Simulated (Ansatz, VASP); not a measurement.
**One calculation of BeS, two programs**

The input INCAR:

```
SYSTEM = BeS
ALGO = Normal ; EDIFF = 1E-6
ENCUT = 520 ; GGA = RP
ISIF = 2 ; ISMEAR = 0
LASPH = .TRUE. ; LCHARG = .TRUE.
LELF = .TRUE. ; LREAL = .FALSE.
LVHAR = .TRUE. ; LWAVE = .FALSE.
NELM = 100 ; PREC = Accurate
SIGMA = 0.02
```

The input KPOINTS:

```
k-points
0
G
  9 9 9
  0 0 0
```

POSCAR

```
BeS
1.0
    0.0000000000      2.4250000000      2.4250000000
    2.4250000000      0.0000000000      2.4250000000
    2.4250000000      2.4250000000      0.0000000000
S Be
1 1
Direct
    0.7500000000      0.7500000000      0.7500000000
    0.0000000000      0.0000000000      0.0000000000
```

Contents of input.yaml:

```yaml
crystal:
  lattice:
    - [0.0, 2.425, 2.425]
    - [2.425, 0.0, 2.425]
    - [2.425, 2.425, 0.0]
  atoms:
    - { symbol: S, position: [0.75, 0.75, 0.75] }
    - { symbol: Be, position: [0.0, 0.0, 0.0] }
hamiltonian:
  xc: rpbe
  pseudopotentials: { kind: paw }
kpoints:
  mp_grid: { grid: [9, 9, 9] }
scf:
  occupations: { method: gaussian, width: 0.02 }
output:
  forces: true
  stress: true
  eigenvalues: true
```

Alike in both runs: task single point; functional RPBE; k mesh 9 × 9 × 9; occupations gaussian, width 0.02 eV; no spin polarisation.

|  | VASP | Ansatz |
| --- | --- | --- |
| version | VASP 6.6.1 | Ansatz 0.2.0 |
| potentials or method | VASP PAW PBE potentials, release 64 (S, Be_sv) | Ansatz PAW |
| plane-wave cutoff (eV) | 520 | 420 |
| valence electrons in the cell | 10 | 8 |

```csv
,VASP,Ansatz,Ansatz less VASP
gap on the k mesh at the Fermi level (eV),3.31,3.32,+0.011
least direct gap on the mesh (eV),5.72,5.72,-0.002
pressure (GPa),3.9,3.9,+0.02
```

The functional is the same, so the differences come from potentials, cutoffs and numerics. The two sets of potentials don't hold the same shells in valence.

Caveats: the PAW data sets were made with another functional, which shifts forces and pressure a little (VASP); an odd mesh through Γ misses points on the zone boundary, where band edges often lie (VASP); odd divisions of the mesh miss points on the zone boundary, where band edges often lie, so the gap on the mesh can be too wide (Ansatz); the PAW data sets come from PBE, with cores solved anew for the run's functional, which leaves a small shift of forces and pressure (Ansatz). Expect the measured gap to be larger: semilocal functionals such as RPBE lack the derivative discontinuity.
